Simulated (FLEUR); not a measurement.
# CdSe (Cadmoselite) (P6_3mc) in FLEUR: further runs

One crystal, CdSe (Cadmoselite), is run at these levels: PW91, revPBE; tasks: band structure, equation of state.

All numbers are computed with FLEUR MaX-R8.1 (later development tree); they aren't measurements. Logs are shortened: lines on timing, memory, paths and dates and some standing lists are left out, and cuts for length are marked.

**The experiment to reproduce.**

From a printed reference work, data compilation, for a bulk crystal of CdSe at 2 K: band gap 1.841 eV.

The runs below are set against these values where they give the same quantity.

### Step 1. The structure

Symmetry: P6_3mc, No. 186, hexagonal system. The conventional cell has a = 4.300 Å, b = 4.300 Å, c = 7.020 Å, α = 90.00°, β = 90.00°, γ = 120.00°. Around Cd (site symmetry 3m) lie 4 Se at 2.61 to 2.70 Å. Around Se (site symmetry 3m) lie 4 Cd at 2.61 to 2.70 Å.

### Step 2. Band structure, PW91

The input, inp.xml:

```xml
<?xml version="1.0" encoding="UTF-8" standalone="no"?>
<fleurInput fleurInputVersion="0.39">
   <comment>
      CdSe                                                                                                
   </comment>
   <calculationSetup>
      <cutoffs Kmax="4.67" Gmax="14.5" GmaxXC="14.5" numbands="0"/>
      <scfLoop itmax="60" minDistance="0.00001" maxIterBroyd="15" imix="Anderson" alpha="0.05" precondParam="0.0" spinf="2.0" sdNocoIR="T"/>
      <coreElectrons ctail="T" frcor="F" kcrel="0" coretail_lmax="0"/>
      <xcFunctional name="pw91" relativisticCorrections="F"/>
      <magnetism jspins="1"/>
      <soc l_soc="F" theta="0.0" phi="0.0" spav="F"/>
      <expertModes spex="0" secvar="F"/>
      <geometryOptimization l_f="F" forcealpha="1.0" forcemix="BFGS" epsdisp="0.00001" epsforce="0.00001"/>
      <ldaU l_linMix="F" mixParam="0.05" spinf="1.0"/>
   </calculationSetup>
   <cell>
      <bzIntegration valenceElectrons="72.0" mode="hist" fermiSmearingEnergy="0.00183747">
         <kPointListSelection listName="default-1"/>
         <!-- k-points included here -->
         <xi:include xmlns:xi="http://www.w3.org/2001/XInclude" href="kpts.xml"> </xi:include>
      </bzIntegration>
      <!-- symmetry operations included here -->
      <xi:include xmlns:xi="http://www.w3.org/2001/XInclude" href="sym.xml"> </xi:include>
      <bulkLattice scale="1.0">
         <bravaisMatrix>
[... 33 lines left out ...]
         <lo type="SCLO" l="1" n="4" eDeriv="2"/>
         <lo type="SCLO" l="3" n="4" eDeriv="2"/>
      </species>
   </atomSpecies>
   <atomGroups>
      <atomGroup species="Cadmium (Cd)">
         <relPos label="                   1">-1.000/3.000 1.000/3.000 1.000/2.000</relPos>
         <relPos label="                   2">1.000/3.000 -1.000/3.000 .0000000000</relPos>
         <force calculate="T" relaxXYZ="TTT"/>
      </atomGroup>
      <atomGroup species="Selenium (Se)">
         <relPos label="                   3">-1.000/3.000 1.000/3.000 -.1150000000</relPos>
         <relPos label="                   4">1.000/3.000 -1.000/3.000 .3850000000</relPos>
         <force calculate="T" relaxXYZ="TTT"/>
      </atomGroup>
   </atomGroups>
   <output dos="F" band="F" slice="F">
      <checks vchk="F" cdinf="F"/>
      <bandDOS minEnergy="-.5*Htr" maxEnergy="0.5*Htr" sigma="0.015" storeEVData="T"/>
      <vacuumDOS vacdos="F" integ="F" star="F" nstars="0" locx1="0.0" locy1="0.0" locx2="0.0" locy2="0.0" nstm="0" tworkf="0.0"/>
      <unfoldingBand unfoldBand="F" supercellX="1" supercellY="1" supercellZ="1"/>
      <plotting iplot="0" polar="F">
         <plot TwoD="T" vec1="  1.0  0.0  0.0" vec2="  0.0  1.0  0.0" vec3="  0.0  0.0  1.0" zero="  0.0  0.0  0.0" file="plot"/>
      </plotting>
      <chargeDensitySlicing numkpt="0" minEigenval="0.0" maxEigenval="0.0" nnne="0" pallst="F"/>
      <specialOutput eonly="F"/>
      <moessbauerParams electricFieldGradient="T" isomerShift="T" coreHyperfine="T" valenceHyperfine="T"/>
      <magneticCircularDichroism mcd="F" energyLo="-10.0" energyUp="0.0"/>
   </output>
  <!-- We include the file relax.xml here to enable relaxations (see documentation) -->
  <xi:include xmlns:xi="http://www.w3.org/2001/XInclude" href="relax.xml"> <xi:fallback/> </xi:include>
</fleurInput>
```

The input, crystal.txt:

```
CdSe
&input cartesian=F /
4.3000000000  0.0000000000  0.0000000000
-2.1500000000  3.7239092363  0.0000000000
0.0000000000  0.0000000000  7.0200000000
1.8897261246
1.0 1.0 1.0

4
48 0.6666666667  0.3333333333  0.5000000000
48 0.3333333333  0.6666666667  0.0000000000
34 0.6666666667  0.3333333333  0.8850000000
34 0.3333333333  0.6666666667  0.3850000000

&kpt div1=7 div2=7 div3=4 gamma=T /
```

The input, inp.xml (bands):

```
<?xml version="1.0" encoding="UTF-8" standalone="no"?>
<fleurInput fleurInputVersion="0.39">
   <comment>
      CdSe                                                                                                
   </comment>
   <calculationSetup>
      <cutoffs Kmax="4.67" Gmax="14.5" GmaxXC="14.5" numbands="0"/>
      <scfLoop itmax="60" minDistance="0.00001" maxIterBroyd="15" imix="Anderson" alpha="0.05" precondParam="0.0" spinf="2.0" sdNocoIR="T"/>
      <coreElectrons ctail="T" frcor="F" kcrel="0" coretail_lmax="0"/>
      <xcFunctional name="pw91" relativisticCorrections="F"/>
      <magnetism jspins="1"/>
      <soc l_soc="F" theta="0.0" phi="0.0" spav="F"/>
      <expertModes spex="0" secvar="F"/>
      <geometryOptimization l_f="F" forcealpha="1.0" forcemix="BFGS" epsdisp="0.00001" epsforce="0.00001"/>
      <ldaU l_linMix="F" mixParam="0.05" spinf="1.0"/>
   </calculationSetup>
   <cell>
      <bzIntegration valenceElectrons="72.0" mode="hist" fermiSmearingEnergy="0.00183747">
         <kPointListSelection listName="path-1"/>
         <!-- k-points included here -->
         <xi:include xmlns:xi="http://www.w3.org/2001/XInclude" href="kpts.xml"> </xi:include>
      </bzIntegration>
      <!-- symmetry operations included here -->
      <xi:include xmlns:xi="http://www.w3.org/2001/XInclude" href="sym.xml"> </xi:include>
      <bulkLattice scale="1.0">
         <bravaisMatrix>
[... 32 lines left out ...]
         <lo type="SCLO" l="0" n="4" eDeriv="2"/>
         <lo type="SCLO" l="1" n="4" eDeriv="2"/>
         <lo type="SCLO" l="3" n="4" eDeriv="2"/>
      </species>
   </atomSpecies>
   <atomGroups>
      <atomGroup species="Cadmium (Cd)">
         <relPos label="                   1">-1.000/3.000 1.000/3.000 1.000/2.000</relPos>
         <relPos label="                   2">1.000/3.000 -1.000/3.000 .0000000000</relPos>
         <force calculate="T" relaxXYZ="TTT"/>
      </atomGroup>
      <atomGroup species="Selenium (Se)">
         <relPos label="                   3">-1.000/3.000 1.000/3.000 -.1150000000</relPos>
         <relPos label="                   4">1.000/3.000 -1.000/3.000 .3850000000</relPos>
         <force calculate="T" relaxXYZ="TTT"/>
      </atomGroup>
   </atomGroups>
   <output dos="F" band="T" slice="F">
      <checks vchk="F" cdinf="F"/>
      <bandDOS minEnergy="-.5*Htr" maxEnergy="0.5*Htr" sigma="0.015" storeEVData="T"/>
      <vacuumDOS vacdos="F" integ="F" star="F" nstars="0" locx1="0.0" locy1="0.0" locx2="0.0" locy2="0.0" nstm="0" tworkf="0.0"/>
      <unfoldingBand unfoldBand="F" supercellX="1" supercellY="1" supercellZ="1"/>
      <plotting iplot="0" polar="F">
         <plot TwoD="T" vec1="  1.0  0.0  0.0" vec2="  0.0  1.0  0.0" vec3="  0.0  0.0  1.0" zero="  0.0  0.0  0.0" file="plot"/>
      </plotting>
      <chargeDensitySlicing numkpt="0" minEigenval="0.0" maxEigenval="0.0" nnne="0" pallst="F"/>
      <specialOutput eonly="F"/>
      <moessbauerParams electricFieldGradient="T" isomerShift="T" coreHyperfine="T" valenceHyperfine="T"/>
      <magneticCircularDichroism mcd="F" energyLo="-10.0" energyUp="0.0"/>
   </output>
  <!-- We include the file relax.xml here to enable relaxations (see documentation) -->
  <xi:include xmlns:xi="http://www.w3.org/2001/XInclude" href="relax.xml"> <xi:fallback/> </xi:include>
</fleurInput>
```

Potentials or basis: all-electron, FLAPW.

The run is started by

```sh
inpgen -f crystal.txt -profile fastHighL
# inp.xml edited to the form shown
fleur_MPI
fleur_MPI   # second run, on inp.xml (bands)
```

Output:

```text
Welcome to FLEUR        (www.flapw.de)
      MaX-Release 8.1          (www.max-centre.eu)

 ========== k-point set info ==========
 Selected k-point list: default-1
 k-point list type: mesh
 7 x 7 x 4
 Number of k points: 24

 ------------Calculation Setup---------------------------
 Number of MPI-tasks      :            1
 Number of PE/node        :            1
 Number of OMP-threads    :            1
 Most efficient MPI parallelization for:
           1           2           3           4           6           8          12          24
 Additional eigenvalue parallelization possible
 Number of basis functions:         1460
 Approximate size of matrices (H+S) per k-point:         0.064 GB
 --------------------------------------------------------
 Iteration:     1   Distance:       6.05808267 me/bohr^3
 Iteration:     2   Distance:       5.47873433 me/bohr^3
 Iteration:     3   Distance:       3.17084879 me/bohr^3
 Iteration:     4   Distance:       1.16154845 me/bohr^3
 Iteration:     5   Distance:       0.92015790 me/bohr^3
 Iteration:     6   Distance:       0.17662239 me/bohr^3
 Iteration:     7   Distance:       0.12913638 me/bohr^3
 Iteration:     8   Distance:       0.05420981 me/bohr^3
 Iteration:     9   Distance:       0.01000357 me/bohr^3
 Iteration:    10   Distance:       0.00486563 me/bohr^3
 Iteration:    11   Distance:       0.00111044 me/bohr^3
 Iteration:    12   Distance:       0.00077555 me/bohr^3
 Iteration:    13   Distance:       0.00019930 me/bohr^3
 Iteration:    14   Distance:       0.00005700 me/bohr^3
 Iteration:    15   Distance:       0.00004934 me/bohr^3
 Iteration:    16   Distance:       0.00004379 me/bohr^3
 Iteration:    17   Distance:       0.00002098 me/bohr^3
 Iteration:    18   Distance:       0.00000672 me/bohr^3

 ********************************************************************
 Run finished successfully
 Stop message:
   all done
 ********************************************************************
```

Wall time 22 min (1 thread of Arm Neoverse V1, shared host); peak memory 0.18 GiB.

What came out:

```yaml
Free_energy: -436888.8014 eV
Band_gap_on_the_k_mesh: 0.66 eV, direct
Band_gap_along_the_path: 0.66 eV, direct
Valence_electrons_inside_the_program's_atomic_spheres: Cd 18.38; Se 13.60 (radii Cd 2.47, Se 2.1 bohr)
```

Levels at the corners of the path, in eV from the valence-band top:
```
point  band 34  band 35  band 36  band 37  band 38  band 39
    Γ    -0.01     0.00     0.00     0.66     2.09     5.89
    M    -1.85    -1.23    -0.83     3.21     3.30     4.81
    K    -1.78    -1.78    -1.78     4.40     4.77     4.77
    Γ    -0.01     0.00     0.00     0.66     2.09     5.89
    A    -0.37    -0.37    -0.37     2.31     2.31     5.81
    L    -1.38    -1.29    -1.29     2.97     2.97     4.78
    H    -2.48    -1.05    -1.05     3.78     3.78     5.92
    A    -0.37    -0.37    -0.37     2.31     2.31     5.81
    L    -1.38    -1.29    -1.29     2.97     2.97     4.78
    M    -1.85    -1.23    -0.83     3.21     3.30     4.81
    K    -1.78    -1.78    -1.78     4.40     4.77     4.77
    H    -2.48    -1.05    -1.05     3.78     3.78     5.92
```

Core levels (eV from the Fermi level):
```tsv
atom	levels
1 Cd	1s1/2 -26509.4, 2s1/2 -3931.4, 2p1/2 -3659.9, 2p3/2 -3467.4, 3s1/2 -729.5, 3p1/2 -620.7, 3p3/2 -586.4, 3d3/2 -393.7, 3d5/2 -386.7
2 Cd	1s1/2 -26509.4, 2s1/2 -3931.4, 2p1/2 -3659.9, 2p3/2 -3467.4, 3s1/2 -729.5, 3p1/2 -620.7, 3p3/2 -586.4, 3d3/2 -393.7, 3d5/2 -386.7
3 Se	1s1/2 -12497.0, 2s1/2 -1600.6, 2p1/2 -1435.5, 2p3/2 -1393.7, 3s1/2 -207.2, 3p1/2 -150.8, 3p3/2 -144.9
4 Se	1s1/2 -12497.0, 2s1/2 -1600.6, 2p1/2 -1435.5, 2p3/2 -1393.7, 3s1/2 -207.2, 3p1/2 -150.8, 3p3/2 -144.9
```

### Step 3. Equation of state, PW91, 26.42 Å³/atom (volume scaled by 0.94)

Changes to inp.xml since step 2:

```diff
@@ -6,3 +6,3 @@
    <calculationSetup>
-      <cutoffs Kmax="4.67" Gmax="14.5" GmaxXC="14.5" numbands="0"/>
+      <cutoffs Kmax="4.8" Gmax="14.9" GmaxXC="14.9" numbands="0"/>
       <scfLoop itmax="60" minDistance="0.00001" maxIterBroyd="15" imix="Anderson" alpha="0.05" precondParam="0.0" spinf="2.0" sdNocoIR="T"/>
@@ -24,3 +24,3 @@
       <xi:include xmlns:xi="http://www.w3.org/2001/XInclude" href="sym.xml"> </xi:include>
-      <bulkLattice scale="1.0">
+      <bulkLattice scale="0.9795861087">
          <bravaisMatrix>
@@ -34,3 +34,3 @@
       <species name="Cadmium (Cd)" element="Cd" atomicNumber="48">
-         <mtSphere radius="2.47" gridPoints="817" logIncrement="0.016"/>
+         <mtSphere radius="2.4" gridPoints="817" logIncrement="0.016"/>
          <atomicCutoffs lmax="10" lnonsphr="8"/>
@@ -48,3 +48,3 @@
       <species name="Selenium (Se)" element="Se" atomicNumber="34">
-         <mtSphere radius="2.1" gridPoints="695" logIncrement="0.018"/>
+         <mtSphere radius="2.04" gridPoints="695" logIncrement="0.018"/>
          <atomicCutoffs lmax="8" lnonsphr="6"/>
```

Potentials or basis: all-electron, FLAPW.

The run is started by

```sh
inpgen -f crystal.txt -profile fastHighL
# inp.xml edited to the form shown
fleur_MPI
```

It took 19 min on 1 thread of Arm Neoverse V1, shared host; peak memory 0.19 GiB.

It converged, with:

```yaml
Free_energy: -436888.6010 eV
Band_gap_on_the_k_mesh: 0.79 eV, direct
Valence_electrons_inside_the_program's_atomic_spheres: Cd 18.27; Se 13.43 (radii Cd 2.4, Se 2.04 bohr)
```

### Step 4. Equation of state, PW91, 26.98 Å³/atom (volume scaled by 0.96)

Changes to inp.xml since step 3:

```diff
@@ -24,3 +24,3 @@
       <xi:include xmlns:xi="http://www.w3.org/2001/XInclude" href="sym.xml"> </xi:include>
-      <bulkLattice scale="0.9795861087">
+      <bulkLattice scale="0.9864848297">
          <bravaisMatrix>
```

The run is started by

```sh
inpgen -f crystal.txt -profile fastHighL
# inp.xml edited to the form shown
fleur_MPI
```

It took 22 min on 1 thread of Arm Neoverse V1, shared host; peak memory 0.2 GiB.

Results (log left out):

| Quantity | Value |
| --- | --- |
| Free energy | -436888.6880 eV |
| Band gap on the k mesh | 0.75 eV, direct |
| Valence electrons inside the program's atomic spheres | Cd 18.26; Se 13.42 (radii Cd 2.4, Se 2.04 bohr) |

### Step 5. Band structure, revPBE

Changes to inp.xml since step 4:

```diff
@@ -6,6 +6,6 @@
    <calculationSetup>
-      <cutoffs Kmax="4.8" Gmax="14.9" GmaxXC="14.9" numbands="0"/>
+      <cutoffs Kmax="4.67" Gmax="14.5" GmaxXC="14.5" numbands="0"/>
       <scfLoop itmax="60" minDistance="0.00001" maxIterBroyd="15" imix="Anderson" alpha="0.05" precondParam="0.0" spinf="2.0" sdNocoIR="T"/>
       <coreElectrons ctail="T" frcor="F" kcrel="0" coretail_lmax="0"/>
-      <xcFunctional name="pw91" relativisticCorrections="F"/>
+      <xcFunctional name="rpbe" relativisticCorrections="F"/>
       <magnetism jspins="1"/>
@@ -24,3 +24,3 @@
       <xi:include xmlns:xi="http://www.w3.org/2001/XInclude" href="sym.xml"> </xi:include>
-      <bulkLattice scale="0.9864848297">
+      <bulkLattice scale="1.0">
          <bravaisMatrix>
@@ -34,3 +34,3 @@
       <species name="Cadmium (Cd)" element="Cd" atomicNumber="48">
-         <mtSphere radius="2.4" gridPoints="817" logIncrement="0.016"/>
+         <mtSphere radius="2.47" gridPoints="817" logIncrement="0.016"/>
          <atomicCutoffs lmax="10" lnonsphr="8"/>
@@ -48,3 +48,3 @@
       <species name="Selenium (Se)" element="Se" atomicNumber="34">
-         <mtSphere radius="2.04" gridPoints="695" logIncrement="0.018"/>
+         <mtSphere radius="2.1" gridPoints="695" logIncrement="0.018"/>
          <atomicCutoffs lmax="8" lnonsphr="6"/>
```

crystal.txt is that of step 2.

Changes to inp.xml (bands) since step 2:

```diff
@@ -9,3 +9,3 @@
       <coreElectrons ctail="T" frcor="F" kcrel="0" coretail_lmax="0"/>
-      <xcFunctional name="pw91" relativisticCorrections="F"/>
+      <xcFunctional name="rpbe" relativisticCorrections="F"/>
       <magnetism jspins="1"/>
```

The run is started by

```sh
inpgen -f crystal.txt -profile fastHighL
# inp.xml edited to the form shown
fleur_MPI
fleur_MPI   # second run, on inp.xml (bands)
```

It took 19 min on 1 thread of Arm Neoverse V2, shared host; peak memory 0.17 GiB.

Results (log left out):

```
Free energy                                           : -436834.2346 eV
Band gap on the k mesh                                : 0.83 eV, direct
Band gap along the path                               : 0.83 eV, direct
Valence electrons inside the program's atomic spheres : Cd 18.38; Se 13.60 (radii Cd 2.47, Se 2.1 bohr)
```

Levels at the corners of the path, in eV from the valence-band top:
```csv
point,band 32,band 33,band 34,band 35,band 36,band 37,band 38,band 39,band 40,band 41
Γ,-0.71,-0.71,-0.01,0.00,0.00,0.83,2.22,5.95,5.95,6.21
M,-3.68,-2.53,-1.84,-1.22,-0.83,3.32,3.42,4.92,6.24,6.72
K,-3.81,-3.02,-1.77,-1.77,-1.76,4.53,4.85,4.85,7.14,7.14
Γ,-0.71,-0.71,-0.01,0.00,0.00,0.83,2.22,5.95,5.95,6.21
A,-2.52,-0.37,-0.37,-0.37,-0.37,2.44,2.44,5.93,5.93,6.32
L,-4.19,-1.37,-1.37,-1.28,-1.28,3.10,3.10,4.87,4.87,7.90
H,-4.09,-2.45,-2.45,-1.05,-1.05,3.88,3.88,6.06,6.06,6.29
A,-2.52,-0.37,-0.37,-0.37,-0.37,2.44,2.44,5.93,5.93,6.32
L,-4.19,-1.37,-1.37,-1.28,-1.28,3.10,3.10,4.87,4.87,7.90
M,-3.68,-2.53,-1.84,-1.22,-0.83,3.32,3.42,4.92,6.24,6.72
K,-3.81,-3.02,-1.77,-1.77,-1.76,4.53,4.85,4.85,7.14,7.14
H,-4.09,-2.45,-2.45,-1.05,-1.05,3.88,3.88,6.06,6.06,6.29
```

Core levels (eV from the Fermi level):
```csv
atom,levels
1 Cd,"1s1/2 -26506.8, 2s1/2 -3930.6, 2p1/2 -3658.5, 2p3/2 -3466.0, 3s1/2 -729.2, 3p1/2 -620.2, 3p3/2 -585.9, 3d3/2 -393.2, 3d5/2 -386.2"
2 Cd,"1s1/2 -26506.8, 2s1/2 -3930.6, 2p1/2 -3658.5, 2p3/2 -3466.0, 3s1/2 -729.2, 3p1/2 -620.2, 3p3/2 -585.9, 3d3/2 -393.2, 3d5/2 -386.2"
3 Se,"1s1/2 -12495.2, 2s1/2 -1600.0, 2p1/2 -1434.5, 2p3/2 -1392.7, 3s1/2 -207.0, 3p1/2 -150.4, 3p3/2 -144.5"
4 Se,"1s1/2 -12495.2, 2s1/2 -1600.0, 2p1/2 -1434.5, 2p3/2 -1392.7, 3s1/2 -207.0, 3p1/2 -150.4, 3p3/2 -144.5"
```

### Step 6. Comparison with measurements

Step 2. Measured gap of CdSe: 1.841 eV (2 K; a printed reference work, data compilation). This calculation gives 0.66 eV (-1.18 eV). So large a miss can be the level of theory's own, or it may mean another phase, state or a wrong row. Spin-orbit coupling on Cd, Se is left out. The value is that of PW91, without temperature or zero-point motion. Semilocal functionals fall short of measured gaps as a rule.

Step 5. Against the measured gap of CdSe, 1.841 eV (2 K; a printed reference work, data compilation), the calculated 0.83 eV is off by -1.01 eV. So large a miss can be the level of theory's own, or it may mean another phase, state or a wrong row. Spin-orbit coupling on Cd, Se is left out. The value is that of revPBE, without temperature or zero-point motion. Semilocal functionals fall short of measured gaps as a rule.
